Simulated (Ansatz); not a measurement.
# Sb (R-3m) in Ansatz: notebook

Aim: see how the results for Sb move with the level of theory and the settings. Levels: BLYP+D4, revPBE+D3(BJ), revPBE+D4. Tasks: density of states, band structure.

All numbers are computed with Ansatz 0.2.0; they aren't measurements. Logs are shortened: lines on timing, memory, paths and dates and some standing lists are left out, and cuts for length are marked.

## (1) Starting point

Symmetry: R-3m, No. 166, trigonal system. The conventional cell has a = 4.308 Å, b = 4.308 Å, c = 11.274 Å, α = 90.00°, β = 90.00°, γ = 120.00°. Sb (site symmetry 3m) is surrounded by 3 Sb at 2.91 Å.

## (2) Density of states, BLYP+D4

File input.yaml:

```yaml
crystal:
  lattice: { a: 4.3084, b: 4.3084, c: 11.274, alpha: 90.0, beta: 90.0, gamma: 120.0 }
  space_group: 166
  reduce_to_primitive: true
  atoms:
    - { symbol: Sb, wyckoff: "6c", position: [0.0, 0.0, 0.76651] }
hamiltonian:
  xc: blyp
  pseudopotentials: { kind: nc, accuracy: standard }
  dispersion: d4
kpoints:
  mp_grid: { grid: [8, 8, 8] }
scf:
  occupations: { method: methfessel_paxton, width: 0.1 }
  n_extra_bands: 6
output:
  forces: true
  stress: true
  eigenvalues: true
  dos: { projected: false, de: 0.05, nscf_kmesh: { grid: [12, 12, 12] } }
  write_density: true
  write_potential: true
  elf: true
  volumetric_format: npy
```

Potentials or basis: PseudoDojo standard (PBE files).

Started as:

```sh
ansatz run input.yaml --threads 1 --pin off --max-ram 2560MiB --backend cpu --events-out ev --progress --plain --runs-dir out
```

The program printed:

```text
Warning: RAYON_NUM_THREADS=1 ignored (pool sized by the plan → 1); use --threads N
crystal.space_group: 166 is read as R-3m (hexagonal axes, obverse): the typed cell holds Sb6 (Sb 6c). Least distances (Å): Sb–Sb 2.908
crystal.space_group generates its sites in this order, which a site index counts, at these fractional coordinates of the primitive cell where crystal.reduce_to_primitive is true, and else of the cell that is read (crystal.supercell repeats the list replica by replica, and crystal.defects acts on that): 0: Sb [0.766510, 0.766510, 0.766510]; 1: Sb [0.233490, 0.233490, 0.233490];
scf.n_extra_bands = 6 over 15 filled bands (N_el = 30.0): the run solves 21 bands
Engine: ansatz 0.2.0, aarch64-unknown-linux-gnu
Pseudopotentials: kind: nc
Pseudopotential: Sb, nc, valence charge 15, recommended cutoff 1088.45545 eV (normal), Sb.nc.azcp (PseudoDojo's, or run here from an input of PseudoDojo's; its table is named by hamiltonian.pseudopotentials.accuracy)
Functional definition: BLYP
  parameter beta = 0.0042
  parameter a = 0.04918
  parameter b = 0.132
  parameter c = 0.2533
  parameter d = 0.349
  exchange = b88_x(beta = beta)
  correlation = lyp_c(a = a, b = b, c = c, d = d)
Crystal: 2 atoms, lattice volume = 60.411 Å³
Basis set: ecut = 1088.45545 eV, 4917 PW (Γ), exchange–correlation on 100×100×100 points (8 copies of the dense FFT grid, shifted against one another)
Bands: 21, of which v1, the nominal top of the filled ones, is band 15 counted from 1 (14 counted from 0)
Symmetry: 12 space group operations
Space group: R-3m (ITA 166), of the structure as read, at distance tolerance 3.9e-5 Å
k-points: 65 of 512
Non-local potential: Sb, projectors of the file, l = 0: 2, l = 1: 2, l = 2: 2, l = 3: 2
Initial density: superposition of atomic densities (chi_scale 0.1, normalization cell)
Initial wavefunctions: pseudopotential atomic-orbital guess
Functional: x = b88, c = lyp
SCF iter   1: F=—  HF=-4940.943731 eV  |F-HF|=—  |Δ(HF+E_count)|=         —  Δρ=1.69e-2  dr2=1.50e-1  ethr=3.10e-3  ⟨swp⟩=6.2  Hψ=6967  notcnv=0
preconditioner: auto → Kerker (q_TF=auto, 2.428 Å⁻¹)  [metal: Δε(μ)=0.046 eV  Ē_g=10.362 eV  σ=0.100 eV  W_gap=0.36  n_scr=14 (ndim 8)  ℏωp=15.1 eV  f_vac=0.000  D(μ)=0.52/eV (n_scr^D=0)]
SCF iter   2: F=—  HF=-4940.937179 eV  |F-HF|=—  |Δ(HF+E_count)|=   6.55e-3  S|Δr|=    0.00e0  Δρ=1.08e-2  dr2=6.98e-2  ethr=5.00e-4  ⟨swp⟩=1.2  Hψ=1901  notcnv=0
SCF iter   3: F=—  HF=-4940.936225 eV  |F-HF|=—  |Δ(HF+E_count)|=   9.55e-4  S|Δr|=    0.00e0  Δρ=2.50e-3  dr2=4.43e-3  ethr=2.33e-4  ⟨swp⟩=2.2  Hψ=2259  notcnv=0
SCF iter   4: F=—  HF=-4940.936520 eV  |F-HF|=—  |Δ(HF+E_count)|=   2.95e-4  S|Δr|=    0.00e0  Δρ=9.53e-4  dr2=5.95e-4  ethr=1.48e-5  ⟨swp⟩=2.3  Hψ=2062  notcnv=0
SCF iter   5: F=—  HF=-4940.936742 eV  |F-HF|=—  |Δ(HF+E_count)|=   2.22e-4  S|Δr|=    0.00e0  Δρ=3.21e-4  dr2=6.35e-5  ethr=1.98e-6  ⟨swp⟩=2.9  Hψ=2239  notcnv=0
SCF iter   6: F=—  HF=-4940.936772 eV  |F-HF|=—  |Δ(HF+E_count)|=   3.01e-5  S|Δr|=    0.00e0  Δρ=1.14e-4  dr2=3.09e-6  ethr=2.12e-7  ⟨swp⟩=2.0  Hψ=1610  notcnv=0
SCF iter   7: F=—  HF=-4940.936773 eV  |F-HF|=—  |Δ(HF+E_count)|=   1.48e-7  S|Δr|=    0.00e0  Δρ=1.46e-5  dr2=1.44e-7  ethr=1.03e-8  ⟨swp⟩=2.0  Hψ=2242  notcnv=0
SCF iter   8: F=-4940.936773 eV  HF=-4940.936773 eV  |F-HF|=4.48e-9  |Δ(HF+E_count)|=   1.37e-7  S|Δr|=    0.00e0  Δρ=3.62e-6  dr2=9.53e-9  ethr=3.33e-10  ⟨swp⟩=14.7  Hψ=9966  notcnv=0
SCF 1 converged in 8 iterations: F = -4940.936773 eV  dr2 = 9.53e-9
NSCF: frozen V_eff on 189 k-points
SCF converged after 8 iterations
Stability not checked: this state was not tested for a lower state beside it, because cold or Methfessel-Paxton smearing, or corrected tetrahedra, fill the levels in a way that the test cannot read (fill_not_monotonic; see scf.lower_state_search)
Free energy (F): -4940.936773 eV
Harris-Foulkes:  -4940.936773 eV  (|F-HF|=4.48e-9)
Internal energy: -4940.936153 eV  (E = F + TS)
E sigma→0 (E₀):  -4940.936618 eV
Entropy (-TS):   -0.000620 eV (-0.310 meV/atom)
Fermi energy:    11.065142 eV
--- Per-component energies (eV) ---
  E_band       = -312.660555
  E_kinetic    = 2896.169464
  E_local      = -2280.441837  (includes V_loc(G=0)·N_el)
  E_nonlocal   = -2606.859347
  E_hartree    = 1212.336356
  E_xc         = -1225.338386
  E_vxc        = -746.204014  (∫ρ·V_xc dr)
  E_ewald      = -2934.870052
  E_disp       = -1.932350  (pairwise vdW)
  E_smearing   = -0.000620  (= −TS)
  E_closure    = -0.000000  (closes the sum)
  Σ components = -4940.936773   (vs F -4940.936773, Δ=0.00e0)
--- Forces (eV/Å), atoms counted from 1 ---
  atom   1  Sb    -0.00000000    -0.00000000    -0.12991265
  atom   2  Sb     0.00000000     0.00000000     0.12991265
  max |Σ_I F_I| component: 2.78e-17 eV/Å
--- Stress (GPa, compression-positive) ---
        1.834706      -0.000000      -0.000000
       -0.000000       1.834706      -0.000000
       -0.000000      -0.000000       1.253607
  P = ⅓ Tr σ = 1.6410 GPa (16.410 kbar)
--- Band table (eV; the first three rows and the last of 65) ---
  k-point 0: bands = ["-18.5043", "-18.5043", "-18.4151", "-18.4151", "-18.3903", "-18.3015", "-18.3015", "-18.2951", "-18.2200", "-18.2200", "-1.7904", "5.9062", "8.8774", "9.1329", "9.1329", "13.0672", "13.6164", "13.6164", "16.3506", "16.3506", "16.4493"]
  k-point 1: bands = ["-18.4981", "-18.4953", "-18.4121", "-18.4099", "-18.3865", "-18.3056", "-18.3043", "-18.2990", "-18.2290", "-18.2266", "-1.6200", "5.2259", "8.9234", "9.1004", "9.3902", "12.9295", "13.2002", "13.2258", "15.8702", "16.2769", "16.4730"]
  k-point 2: bands = ["-18.4817", "-18.4699", "-18.4047", "-18.3957", "-18.3753", "-18.3172", "-18.3165", "-18.3064", "-18.2532", "-18.2441", "-1.1144", "3.8254", "8.9565", "9.0458", "9.8465", "12.2351", "12.3562", "12.4136", "16.2058", "16.7988", "17.3170"]
  k-point 64: bands = ["-18.4555", "-18.4555", "-18.3970", "-18.3970", "-18.3703", "-18.3147", "-18.3147", "-18.3132", "-18.2733", "-18.2733", "-0.2872", "1.9143", "9.6499", "9.6499", "10.5172", "11.0991", "11.0991", "12.0729", "18.2371", "20.0512", "20.0512"]
```

Wall time 33 s (1 thread of Arm Neoverse V1, shared host); peak memory 0.81 GiB.

What came out:

```
Free energy                          : -4940.9368 eV
Pressure                             : 1.6 GPa
Largest force                        : 0.130 eV/Å
Band gap on the k mesh               : none (metal or under the smearing width)
Density of states at the Fermi level : 0.01 states/eV per cell
```

Forces in eV/Å, atoms in the order of the input:
```
Sb   0.000  0.000 -0.130
Sb   0.000  0.000  0.130
```

States per cell in windows of 0.5 eV (zero at the Fermi level; states under -8 eV left out):
```
from (eV)  total
     -8.0   0.26
     -7.5   0.16
     -7.0   0.10
     -6.5   0.06
     -6.0   0.03
     -5.5   0.15
     -5.0   0.40
     -4.5   0.46
     -4.0   0.64
     -3.5   0.79
     -3.0   0.77
     -2.5   0.78
     -2.0   0.78
     -1.5   0.61
     -1.0   0.45
     -0.5   0.16
      0.0   0.08
      0.5   0.80
      1.0   0.69
      1.5   0.65
      2.0   0.89
      2.5   0.60
      3.0   0.63
      3.5   0.64
      4.0   0.47
      4.5   0.82
      5.0   0.76
      5.5   0.75
      6.0   0.47
      6.5   0.47
      7.0   0.54
      7.5   0.51
```

Caveat: the potentials were made for another functional, which shifts forces and pressure; pairwise dispersion overbinds metals, which lowers pressure and volume.

## (3) Density of states, BLYP+D4

File input.yaml:

```yaml
crystal:
  lattice:
    - [2.1542, 1.2437279499, 3.758]
    - [-2.1542, 1.2437279499, 3.758]
    - [0.0, -2.4874558998, 3.758]
  atoms:
    - { symbol: Sb, position: [0.76651, 0.76651, 0.76651] }
    - { symbol: Sb, position: [0.23349, 0.23349, 0.23349] }
hamiltonian:
  xc: blyp
  pseudopotentials: { kind: nc, accuracy: standard }
  dispersion: d4
kpoints:
  mp_grid: { grid: [8, 8, 8] }
scf:
  occupations: { method: methfessel_paxton, width: 0.1 }
  n_extra_bands: 6
output:
  forces: true
  stress: true
  eigenvalues: true
  dos: { projected: false, de: 0.05, nscf_kmesh: { grid: [12, 12, 12] } }
```

Potentials or basis: PseudoDojo standard (PBE files).

Started as:

```sh
ansatz run input.yaml --threads 1 --pin off --max-ram 2560MiB --backend cpu --events-out ev --progress --plain --runs-dir out
```

It took 31 s on 1 thread of Arm Neoverse V1, shared host; peak memory 0.7 GiB.

The run converged. Its results:

* Free energy: -4940.9368 eV
* Pressure: 1.6 GPa
* Largest force: 0.130 eV/Å
* Band gap on the k mesh: none (metal or under the smearing width)
* Density of states at the Fermi level: 0.01 states/eV per cell

Forces in eV/Å, atoms in the order of the input:
```
Sb   0.000  0.000 -0.130
Sb   0.000  0.000  0.130
```

Stress tensor (GPa, compression positive):
```
1.83 0.00 0.00
0.00 1.83 0.00
0.00 0.00 1.25
```

Levels at points of the mesh, in eV from the Fermi level:
```csv
k point,band 11,band 12,band 13,band 14,band 15,band 16,band 17,band 18,band 19,band 20
"(0.00, 0.00, 0.00)",-12.86,-5.16,-2.19,-1.93,-1.93,2.00,2.55,2.55,5.29,5.29
"(0.00, 0.00, -0.50)",-10.54,-9.81,-2.03,-1.92,-0.42,-0.25,0.16,0.41,7.78,8.46
"(0.00, -0.50, -0.50)",-10.54,-8.22,-5.46,-3.82,-3.73,1.73,4.69,5.36,6.63,9.15
"(-0.50, -0.50, -0.50)",-11.35,-9.15,-1.42,-1.42,-0.55,0.03,0.03,1.01,7.17,8.99
```

States per cell in windows of 0.5 eV (zero at the Fermi level; states under -8 eV left out):
```tsv
from (eV)	total
-8.0	0.26
-7.5	0.16
-7.0	0.10
-6.5	0.06
-6.0	0.03
-5.5	0.15
-5.0	0.40
-4.5	0.46
-4.0	0.64
-3.5	0.79
-3.0	0.77
-2.5	0.78
-2.0	0.78
-1.5	0.61
-1.0	0.45
-0.5	0.16
0.0	0.08
0.5	0.80
1.0	0.69
1.5	0.65
2.0	0.89
2.5	0.60
3.0	0.63
3.5	0.64
4.0	0.47
4.5	0.82
5.0	0.76
5.5	0.75
6.0	0.47
6.5	0.47
7.0	0.54
7.5	0.51
```

Caveat: the potentials were made for another functional, which shifts forces and pressure; pairwise dispersion overbinds metals, which lowers pressure and volume. Spin-orbit coupling is left out, which matters for the levels of Sb.

## (4) Band structure, revPBE+D3(BJ), spin-orbit coupling, no magnetisation

File input.yaml:

```yaml
crystal:
  lattice:
    - [2.1542, 1.2437279499, 3.758]
    - [-2.1542, 1.2437279499, 3.758]
    - [0.0, -2.4874558998, 3.758]
  atoms:
    - { symbol: Sb, position: [0.76651, 0.76651, 0.76651] }
    - { symbol: Sb, position: [0.23349, 0.23349, 0.23349] }
hamiltonian:
  xc: revpbe
  pseudopotentials: { kind: nc_fr, accuracy: stringent }
  dispersion: d3bj
magnetization:
  noncollinear: true
  spin_orbit: true
kpoints:
  mp_grid: { grid: [8, 8, 8] }
  band_path:
    path:
      - [[0.0, 0.0, 0.0], [0.5, 0.0, 0.0], [0.5, 0.2396873643, -0.2396873643]]
      - [[0.7603126357, 0.5, 0.2396873643], [0.5, 0.5, 0.5], [0.0, 0.0, 0.0], [0.3698436821, 0.0, -0.3698436821]]
      - [[0.6301563179, 0.3698436821, 0.0], [0.5, 0.5, 0.0], [0.6301563179, 0.6301563179, 0.2396873643], [0.5, 0.5, 0.5]]
      - [[0.5, 0.0, 0.0], [0.7603126357, 0.3698436821, 0.3698436821]]
    npoints: 14
scf:
  occupations: { method: methfessel_paxton, width: 0.1 }
  n_extra_bands: 6
  lower_state_search: light
output:
  forces: true
  stress: true
  eigenvalues: true
  fatbands: false
```

Potentials or basis: PseudoDojo stringent (PBE files).

Started as:

```sh
ansatz run input.yaml --threads 1 --pin off --max-ram 2560MiB --backend cpu --events-out ev --progress --plain --runs-dir out
```

Wall time 6.7 min (1 thread of Arm Neoverse V1, shared host); peak memory 2.1 GiB.

Results (log left out):

* Free energy: -13768.6641 eV
* Pressure: -1.0 GPa
* Largest force: 0.180 eV/Å
* Band gap on the k mesh: none (metal or under the smearing width)

Forces on the atoms (eV/Å):
```
Sb   0.000  0.000 -0.180
Sb   0.000  0.000  0.180
```

Stress tensor (GPa, compression positive):
```
-0.73  0.00  0.00
 0.00 -0.73  0.00
 0.00  0.00 -1.52
```

Levels at the corners of the path, in eV from the Fermi level:
```tsv
point	band 44	band 45	band 46	band 47	band 48	band 49
Γ	-1.78	-1.61	-1.61	1.80	1.80	2.58
L	-1.94	-0.38	-0.38	-0.25	-0.25	0.20
B1	-4.92	-0.82	-0.82	0.63	0.63	4.50
B	-4.92	-0.82	-0.82	0.63	0.63	4.50
Z	-1.15	-0.60	-0.60	-0.04	-0.04	0.27
Γ	-1.78	-1.61	-1.61	1.80	1.80	2.58
X	-3.34	-2.91	-2.91	2.62	2.62	3.26
Q	-3.34	-2.91	-2.91	2.62	2.62	3.26
F	-4.00	-3.57	-3.57	1.49	1.49	4.72
P1	-3.36	-2.73	-2.73	2.36	2.36	3.13
Z	-1.15	-0.60	-0.60	-0.04	-0.04	0.27
L	-1.94	-0.38	-0.38	-0.25	-0.25	0.20
P	-3.36	-2.73	-2.73	2.36	2.36	3.13
```

Caveat: the potentials were made for another functional, which shifts forces and pressure; pairwise dispersion overbinds metals, which lowers pressure and volume.

## (5) Band structure, revPBE+D4 (cell strained at random at fixed volume)

File input.yaml:

```yaml
crystal:
  lattice:
    - [2.139564, 1.121643, 3.675468]
    - [-2.243062, 1.184023, 3.714151]
    - [0.002274, -2.553403, 3.776799]
  atoms:
    - { symbol: Sb, position: [0.76651, 0.76651, 0.76651] }
    - { symbol: Sb, position: [0.23349, 0.23349, 0.23349] }
hamiltonian:
  xc: revpbe
  pseudopotentials: { kind: paw, level: accurate }
  dispersion: d4
kpoints:
  mp_grid: { grid: [6, 6, 6] }
  band_path:
    path:
      - [[0.0, -0.5, 0.0], [0.0, 0.0, 0.0], [0.5, 0.5, 0.5]]
      - [[0.5, 0.0, 0.5], [0.0, 0.0, 0.0], [-0.5, 0.0, 0.0]]
      - [[-0.5, -0.5, 0.0], [0.0, 0.0, 0.0], [0.0, 0.5, 0.5]]
      - [[0.0, 0.0, 0.5], [0.0, 0.0, 0.0]]
    npoints: 14
scf:
  occupations: { method: methfessel_paxton, width: 0.1 }
  n_extra_bands: 6
output:
  forces: true
  stress: true
  eigenvalues: true
  fatbands: false
```

Potentials or basis: Ansatz PAW earlier set.

Started as:

```sh
ansatz run input.yaml --threads 1 --pin off --max-ram 2560MiB --backend cpu --events-out ev --progress --plain --runs-dir out
```

Wall time 14 s (1 thread of Arm Neoverse V1, shared host); peak memory 0.41 GiB.

Results (log left out):

```yaml
Free_energy: -12982.9289 eV
Pressure: -0.5 GPa
Largest_force: 0.271 eV/Å
Band_gap_on_the_k_mesh: none (metal or under the smearing width)
```

Forces in eV/Å, atoms in the order of the input:
```
Sb  -0.026 -0.230 -0.141
Sb   0.026  0.230  0.141
```

Stress tensor (GPa, compression positive):
```
-3.13  0.58  0.12
 0.58  1.97  3.51
 0.12  3.51 -0.41
```

Levels at the corners of the path, in eV from the Fermi level:
| point | band 13 | band 14 | band 15 | band 16 | band 17 | band 18 |
| --- | --- | --- | --- | --- | --- | --- |
| X | -1.82 | -1.81 | -0.09 | -0.08 | 0.27 | 0.79 |
| Γ | -2.32 | -1.76 | -1.60 | 1.94 | 2.35 | 3.16 |
| Y | -1.47 | -1.29 | -0.65 | -0.03 | 0.28 | 1.05 |
| L | -5.41 | -3.95 | -3.39 | 1.61 | 4.65 | 6.03 |
| Γ | -2.32 | -1.76 | -1.60 | 1.94 | 2.35 | 3.16 |
| Z | -2.05 | -1.96 | -0.37 | -0.29 | 0.06 | 0.44 |
| N | -5.54 | -3.83 | -3.78 | 1.47 | 4.85 | 5.41 |
| Γ | -2.32 | -1.76 | -1.60 | 1.94 | 2.35 | 3.16 |
| M | -5.40 | -3.99 | -3.39 | 1.55 | 4.66 | 5.93 |
| R | -2.01 | -1.45 | -0.53 | -0.32 | 0.41 | 0.59 |
| Γ | -2.32 | -1.76 | -1.60 | 1.94 | 2.35 | 3.16 |

Caveat: spin-orbit coupling is left out, which moves the levels of the heavy elements; pairwise dispersion overbinds metals, which lowers pressure and volume; the PAW data sets come from PBE, with cores solved anew for the run's functional, which leaves a small shift of forces and pressure.

## (6) Summary

```csv
task,level,potentials or basis,spin,cell,k mesh,cutoff (eV),points for each segment of the path,other keys,gap on the mesh (eV),pressure (GPa),largest force (eV/Å)
density of states,BLYP+D4,PseudoDojo standard (PBE files),off,as given,8 × 8 × 8,1088,-,-,none,1.6,0.13
band structure,revPBE+D3(BJ),PseudoDojo stringent (PBE files),"SOC, no magnetisation",as given,8 × 8 × 8,1361,14,scf.lower_state_search = light; hamiltonian.xc = revpbe,none,-1.0,0.18
band structure,revPBE+D4,Ansatz PAW earlier set,off,cell strained at random at fixed volume,6 × 6 × 6,430,14,-,none,-0.5,0.27
```

Alike in all rows: smearing methfessel-paxton 0.1 eV.

Caveats: pairwise dispersion overbinds metals, which lowers pressure and volume; the potentials were made for another functional, which shifts forces and pressure (some runs); spin-orbit coupling is left out, which moves the levels of the heavy elements (some runs); the PAW data sets come from PBE, with cores solved anew for the run's functional, which leaves a small shift of forces and pressure (some runs).

Total energies depend on the potentials used, so only differences within one code and one set of settings carry meaning.
